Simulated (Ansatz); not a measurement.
**Stack of 1T-PtSSe under 1T-SnS2, shifted by two thirds of the diagonal in a perpendicular field**

Wanted: the out-of-plane response of the stack of 1T-PtSSe under 1T-SnS2, shifted by two thirds of the diagonal. A positive field points along +c.

Main program and level: Ansatz 0.2.0; plane-wave DFT, PBE-D3(BJ), Ansatz PAW.

Most raw output is cut from this account.

## (1) The starting structure

The cell holds 6 atoms: 1 Se, 1 Pt, 3 S and 1 Sn. Cell: a = 3.680 Å, b = 3.680 Å, c = 44.838 Å, α = 90.0°, β = 90.0°, γ = 120.0°. Regions: layer 1: 1T-PtSSe, 3 atoms (1 Se, 1 Pt and 1 S); layer 2: 1T-SnS2, 3 atoms (2 S and 1 Sn). Vacuum lies along c.

## (2) Relaxation

The starting cell is a guess, so the in-plane lattice and the atoms are relaxed first, with the slab cut off from its images along the normal.

Contents of input.yaml:

```yaml
crystal:
  lattice:
    - [3.68, 0.0, 0.0]
    - [-1.84, 3.1869734859, 0.0]
    - [0.0, 0.0, 44.83757449]
  atoms:
    - { symbol: Se, position: [0.6666666667, 0.3333333333, 0.4226365992] }
    - { symbol: Pt, position: [0.0, 0.0, 0.4500239071] }
    - { symbol: S, position: [0.3333333333, 0.6666666667, 0.4699720689] }
    - { symbol: S, position: [0.3333333333, 0.6666666667, 0.5368802376] }
    - { symbol: Sn, position: [0.6666666667, 0.3333333333, 0.5571218192] }
    - { symbol: S, position: [0.0, 0.0, 0.5773634008] }
  periodic: [true, true, false]
kpoints:
  mp_grid: { grid: [12, 12, 1] }
hamiltonian:
  xc: pbe
  dispersion: d3bj
scf:
  occupations: { method: fermi_dirac, width: 0.05 }
  convergence: { dr2_threshold: 1.0e-09 }
relax:
  f_tol: 0.004
  max_steps: 90
  cell: {}
output:
  write_potential: true
  write_density: true
  volumetric_format: npy
```

Started as:

```console
ansatz run input.yaml --threads 2 --pin off --max-ram 3072MiB --backend cpu --events-out ev --progress --plain --runs-dir out
```

Elapsed: 9.2 min, on 2 threads of Arm Neoverse N1, shared host; peak memory 0.93 GiB; 18 min of CPU time.

The steps of the relaxation:

```csv
step,energy less that of the first step (eV),largest force component (eV/Å),volume (Å³)
1,0.0000,6.3032,525.86
2,-2.3634,3.7139,537.78
3,-3.2792,2.0795,540.96
4,-3.7652,1.0453,541.59
5,-4.0869,0.5191,531.16
6,-4.2705,0.2418,521.77
7,-4.3537,0.0596,516.47
8,-4.3606,0.0275,515.18
9,-4.3606,0.0347,514.83
10,-4.3606,0.0031,515.05
11*,-4.3600,0.0030,515.05
12,-4.3601,0.0036,514.71
13*,-4.3600,0.0036,514.71
```

Relaxation steps marked * repeat the geometry before them on a plane-wave basis chosen anew for their cell, so energy and pressure can jump there. Relaxation step 9 was tried and not accepted.

Forces are held to the 6 operations that the run works with; a distortion that breaks them can't arise in this run.

```csv
cell as run,before,after,change
a (Å),3.680,3.641,-1.1 %
b (Å),3.680,3.641,-1.1 %
```

The atoms that moved most (Å, along periodic axes as changes of fractional coordinates times the final cell, across vacuum about the mean position):

```csv
atom,dx,dy,dz,length
S6,0.000,0.000,1.265,1.265
Se1,0.000,0.000,-0.860,0.860
Pt2,0.000,0.000,-0.746,0.746
Sn5,0.000,0.000,0.680,0.680
S3,0.000,0.000,-0.436,0.436
S4,0.000,0.000,0.095,0.095
```

Final coordinates:

```xyz
6
Lattice="3.6408 0.0000 0.0000 -1.8204 3.1530 0.0000 0.0000 0.0000 44.8376" Properties=species:S:1:pos:R:3
Se    1.8204    1.0510   18.0903
Pt    0.0000    0.0000   19.4320
S     0.0000    2.1020   20.6369
S     0.0000    2.1020   24.1678
Sn    1.8204    1.0510   25.6605
S     0.0000    0.0000   27.1529
```

The lattice constant a goes from 3.680 to 3.641 Å.

## (3) Atoms held, field 0, start network

A sawtooth potential applies the field, turning back in the middle of the vacuum. With the dipole correction the typed value is the field outside the slab. The induced dipole is small, so the SCF threshold is tight.

The cell differs from the one that the last finished run ended in (c 44.838 → 27.063 Å).

Contents of input.yaml:

```yaml
crystal:
  lattice:
    - [3.6407768574, 0.0, 0.0]
    - [-1.8203884287, 3.153005248, 0.0]
    - [0.0, 0.0, 27.062658906]
  atoms:
    - { symbol: Se, position: [0.6666666667, 0.3333333333, 0.3325615577] }
    - { symbol: Pt, position: [0.0, 0.0, 0.3821420807] }
    - { symbol: S, position: [0.3333333333, 0.6666666667, 0.4266631426] }
    - { symbol: S, position: [0.3333333333, 0.6666666667, 0.5571349008] }
    - { symbol: Sn, position: [0.6666666667, 0.3333333333, 0.6122907808] }
    - { symbol: S, position: [0.0, 0.0, 0.6674384423] }
kpoints:
  mp_grid: { grid: [18, 18, 1] }
  band_path:
    path: [[0, 0, 0], [0.5, 0, 0], [0.33333333, 0.33333333, 0], [0, 0, 0]]
    npoints: 16
hamiltonian:
  xc: pbe
  dispersion: d3bj
scf:
  occupations: { method: fermi_dirac, width: 0.02585 }
  convergence: { dr2_threshold: 1.0e-10 }
efield:
  axis: 3
  dipole_correction: true
  ramp_position: 0.97
  ramp_width: 0.06
  amplitude: 0
output:
  dos: { projected: true, e_range: [-6, 5] }
  write_potential: true
  write_density: true
  volumetric_format: npy
  elf: true
```

Run time: 77 s. Hardware: 2 threads; peak memory 0.83 GiB.

Numbers from this step:

| Quantity | Value |
| --- | --- |
| gap on the k-mesh | 0.9795 eV |
| dipole along the normal | -0.04265 e·Å |
| gap along the path | 0.9815 eV |
| smallest direct gap along the path | 1.531 eV |
| step between the vacuum levels | 0.6722 eV |
| ionisation energy, upper face | 6.165 eV |
| electron affinity, upper face | 5.183 eV |
| ionisation energy, lower face | 5.493 eV |
| gap, the smaller of path and mesh | 0.9795 eV |

Running mean over a fixed 2.7 Å (it still follows the layers) of the planar mean; the ramp of the sawtooth is left out. The electron's electrostatic potential energy less the Fermi level by z:

z (Å), electron's electrostatic potential energy less the Fermi level (eV) and a bar from the least value:
```
        4       4.98 #############################
        5       4.97 #############################
        6       4.93 ############################
        7       4.13 ###########################
        8       1.03 ####################
        9      -4.44 #########
       10      -8.65 
       11      -8.14 #
       12      -1.95 ##############
       13       2.75 ########################
       14       1.54 #####################
       15      -2.23 #############
       16      -4.41 #########
       17      -4.51 #########
       18      -2.59 #############
       19       1.13 #####################
       20       4.91 ############################
       21       5.62 ##############################
       22       5.65 ##############################
       23       5.65 ##############################
```

The density of states has structure finer than the step of the table below, so its rows give means over 0.25 eV, whole bins alone (the curve runs from -6 to 2.46 eV). Peaks (eV: height): -5.640: 11.1, -5.120: 9.72, -4.350: 15.0, -2.830: 16.2, -1.840: 10.2, -0.540: 10.1, 1.720: 10.9.

Density of states against energy, zero at the Fermi level of the run, which the smearing sets inside the gap; means over each step:

energy (eV), density of states (states/eV a cell) and a bar:
```
    -5.75        4.2 ################
    -5.50        5.4 ####################
    -5.25        5.4 ####################
    -5.00        3.8 ##############
    -4.75        2.6 ##########
    -4.50        5.2 ###################
    -4.25        4.9 ##################
    -4.00        4.9 ##################
    -3.75        4.8 ##################
    -3.50        3.4 #############
    -3.25        4.8 ##################
    -3.00        3.9 ##############
    -2.75        8.1 ##############################
    -2.50        2.9 ###########
    -2.25        3.8 ##############
    -2.00        6.8 #########################
    -1.75        6.6 ########################
    -1.50        6.5 ########################
    -1.25        6.5 ########################
    -1.00        3.6 #############
    -0.75        2.8 ###########
    -0.50        2.1 ########
    -0.25        0.0 
     0.00        0.0 
     0.25        0.0 
     0.50        0.3 #
     0.75        0.7 ###
     1.00        3.9 ##############
     1.25        3.0 ###########
     1.50        5.1 ###################
     1.75        6.1 ######################
     2.00        4.3 ################
     2.25        0.7 ###
```

Projected DOS per atom over height of the atomic layer and energy from the Fermi level. Layers: Se Pt S S Sn S from below.

Ten even steps from '_' (0.00 states/eV) to '@' (3.75 states/eV), each cell a mean:
```
____________
------......
::::::......
::::::______
____________
____________
____________
____..______
::..--______
--::----__--
......++__++
::--::++__++
........__..
::@@....__..
__--__::..::
__::__::..::
..++........
::++::..__..
..::....__..
..::........
::**::______
::##::______
```
Columns: height of the atomic layer (Å) from 9 to 18.1 (not evenly spaced); rows upwards: energy from the Fermi level (eV) from -5.96 to 2.41.

Electronic bands along the path, in eV, zero at the Fermi level of the run, which the smearing sets inside the gap:

```csv
point,band 30,band 31,band 32,band 33,band 34,band 35,band 36,band 37
Γ,-1.16,-1.05,-0.79,-0.79,1.48,2.43,2.43,2.83
halfway,-1.24,-1.16,-1.03,-0.72,0.92,1.54,2.00,3.91
M,-2.52,-2.12,-1.51,-1.36,0.47,1.93,2.18,3.68
halfway,-1.99,-1.85,-1.68,-1.31,1.21,1.38,1.81,4.64
K,-1.90,-1.80,-1.65,-1.28,1.05,1.41,1.66,4.88
halfway,-1.58,-1.50,-1.25,-0.57,1.21,1.36,1.84,4.54
Γ,-1.16,-1.05,-0.79,-0.79,1.48,2.43,2.43,2.83
```

Electrostatic potential energy in the ca plane at fractional y = 0.000, with atoms of Pt and S within 0.2 Å of it. With pseudopotentials it is smooth inside the atoms' cores, unlike the true potential.

Ten even steps from '0' (-39 eV) to '9' (6 eV), each cell a mean:
```
99997100027999999999999998501038999999999999
99998400158999999999999988742368999999999999
99988765688999999999998888887789999999999999
99888888888899999998888777889999999999999999
99877899988899999998887766789999999999999999
99878899988899999998888767889999999999999999
99888887888999999999888877888899999999999999
99998632478999999999999888865579999999999999
99997200038999999999999998610048999999999999
99996000017999999999999998502127999999999999
```
Columns run along c (16.0 Å, from fractional 0.29 to 0.88 of the cell; values clipped at the 3rd and 97th percentile), rows up along a (3.6 Å). Atoms in or near the plane, at fractional coordinates: Pt at (0.38, 0.00), S at (0.67, 0.00).

Valence density in the ca plane at fractional y = 0.000, with atoms of Pt and S within 0.2 Å of it. It is the smooth field of the valence electrons, not physical close to the nuclei.

Ten steps, logarithmic in the rise over the least value, from '0' (0 e/Å³) to '9' (11 e/Å³), each cell a mean:
```
00000000000000000001237999631000000000001124
00000000000000000001235777421000000001111123
00000000000000000011223444322100000112222222
00000000000000000012232222222110000122322222
00000000000000000112332222232210001223333322
00000000000000000012332222232210001123333322
00000000000000000012223333322100000122222222
00000000000000000001224565421100000011111123
00000000000000000001236898631000000000001124
00000000000000000001247999731000000000000124
```
Columns run along c (16.0 Å, from fractional 0.06 to 0.65 of the cell), rows up along a (3.6 Å). Atoms in or near the plane, at fractional coordinates: Pt at (0.38, 0.00).

ELF in the ca plane at fractional y = 0.000, with atoms of Pt and S within 0.2 Å of it. It is the smooth field of the valence electrons, not physical close to the nuclei.

Values, 6 rows by 16 columns, each cell a mean:
```
0.07 0.29 0.61 0.43 0.11 0.01 0.03 0.07 0.09 0.65 0.57 0.87 0.38 0.03 0.00 0.00
0.32 0.42 0.33 0.35 0.32 0.04 0.26 0.46 0.25 0.47 0.76 0.61 0.15 0.01 0.00 0.00
0.63 0.59 0.23 0.50 0.62 0.11 0.53 0.77 0.37 0.23 0.21 0.08 0.01 0.00 0.00 0.00
0.57 0.57 0.25 0.47 0.56 0.10 0.48 0.72 0.35 0.28 0.38 0.21 0.03 0.00 0.00 0.00
0.20 0.34 0.42 0.33 0.21 0.03 0.16 0.30 0.19 0.56 0.81 0.74 0.23 0.01 0.00 0.00
0.05 0.32 0.66 0.49 0.11 0.01 0.01 0.03 0.08 0.65 0.38 0.88 0.41 0.03 0.00 0.00
```
Columns run along c (16.0 Å, from fractional 0.29 to 0.88 of the cell), rows up along a (3.6 Å). Atoms in or near the plane, at fractional coordinates: Pt at (0.38, 0.00), S at (0.67, 0.00).

The gap is 0.98 eV, with the valence edge 6.16 eV and the conduction edge 5.18 eV under the upper vacuum level. Spin-orbit coupling, left out in this run, matters for the bands of elements this heavy.

## (4) Single point, field 0.1 V/Å

Changes to input.yaml since step 3:

```diff
@@ -26,7 +26,6 @@
   dipole_correction: true
-  ramp_position: 0.97
-  ramp_width: 0.06
-  amplitude: 0
+  ramp_position: 0.9538
+  ramp_width: 0.0868
+  amplitude: 0.1
 output:
-  dos: { projected: true, e_range: [-6, 5] }
   write_potential: true
@@ -34,2 +33 @@
   volumetric_format: npy
-  elf: true
```

The job ended after 90 s (2 threads; peak memory 0.82 GiB).

The dipole is 0.0190 e·Å, 0.0617 e·Å from its value without field, and the gap 1.102 eV.

## (5) Atoms held, field -0.1 V/Å

Changes to input.yaml since step 4:

```diff
@@ -28,3 +28,3 @@
   ramp_width: 0.0868
-  amplitude: 0.1
+  amplitude: -0.1
 output:
```

Wall time 92 s (2 threads); peak memory 0.82 GiB; 3 min of CPU time.

The dipole is -0.104 e·Å, -0.0616 e·Å from its value without field, and the gap 0.854 eV.

## (6) Response, atoms held

This step: plane-wave DFT, PBE-D3(BJ), Ansatz PAW; response to a field along the normal, atoms held (Ansatz 0.2.0).

The dipoles give the slope, and the difference of two potentials shows where the field is screened.

This step gave:

```
equivalent conductor thickness p/(ε₀AE) : 9.715 Å
distance between the outer atoms        : 9.063 Å
```

Table of dipole of the cell by applied field:

```csv
applied field (V/Å),dipole of the cell (e·Å)
-0.1000,-0.104
0.0000,-0.0426
0.1000,0.0190
```

Local field over the applied field, running mean. From the potentials at -0.1 and 0.1 V/Å; running mean over 2.8 Å. The local field over applied field by z:

```csv
z (Å),local field over applied field
5,0.993
6,0.950
7,0.768
8,0.456
9,0.159
10,0.0294
11,0.0712
12,0.267
13,0.428
14,0.383
15,0.189
16,0.0723
17,0.0703
18,0.200
19,0.489
20,0.802
21,0.966
22,0.996
```

Electrons, planar mean, per unit field. Table of induced electron density by z:

```csv
z (Å),induced electron density (e/Å³ per V/Å)
5,2.7e-5
6,2.1e-4
7,0.00125
8,0.00330
9,0.00108
10,-1.5e-4
11,-1.8e-4
12,-0.00181
13,-0.00126
14,0.00262
15,8.5e-4
16,-9.6e-4
17,8.9e-4
18,-0.00107
19,-0.00357
20,-0.00101
21,-1.2e-4
22,-1.2e-5
```

The smaller of the gaps on the path and on the k-mesh, counted as 0 under 0.03 eV. The gap by applied field:

```csv
applied field (V/Å),gap (eV)
-0.1000,0.854
0.0000,0.980
0.1000,1.10
```

By hand: between -0.1 and 0.1 V/Å the dipole changes by 0.1233 e·Å, a slope of 0.6163 e·Å²/V. A perfect conductor of thickness t has p = ε₀AEt, so t = 180.95 × 0.6163 / 11.479 = 9.71 Å (e/ε₀ = 180.95 V·Å, A in Å²).

The induced dipole is that of a conductor 9.71 Å thick.

## (7) Results

```
gap without field                          : 0.979 eV
ionisation energy, upper face              : 6.16 eV
electron affinity, upper face              : 5.18 eV
step between the vacuum levels             : 0.672 eV
equivalent conductor thickness, atoms held : 9.71 Å
```

The induced dipole equals that of a perfect conductor 9.71 Å thick, while the outer atoms lie 9.06 Å apart; an out-of-plane ε follows only once a thickness t is chosen, by 1 − 1/ε = 9.71 Å / t. The two faces differ: the vacuum level above lies 0.67 eV higher than the one below. The gap goes from 0.98 eV to 0.85 eV at -0.1 V/Å. With the field reversed the gap is 1.10 eV at 0.1 V/Å. Semilocal functionals give gaps that are too small, and excitons are not included. Spin-orbit coupling is left out, which matters for the bands of elements this heavy.

[Logs are printed without paths, hosts, clocks, repeated set-up lines and the standing remarks that a program may print on its own settings, such as how far it seeks lower states.]

[Hosts, paths, dates, database ids (printed as entryN), source tags and the programs' standing remarks are cut or masked in the printed files.]

[Maps of the electrostatic potential energy from Ansatz leave out the sawtooth potential of an applied field or a dipole correction, so their vacuum need not be flat; planar profiles and work functions include it.]

[The density of states shown here was stored with 400 of the rows of the run's finer table, so its peaks can read low, often by over a quarter, or be missed, and its means over a window can be off by a tenth or more.]
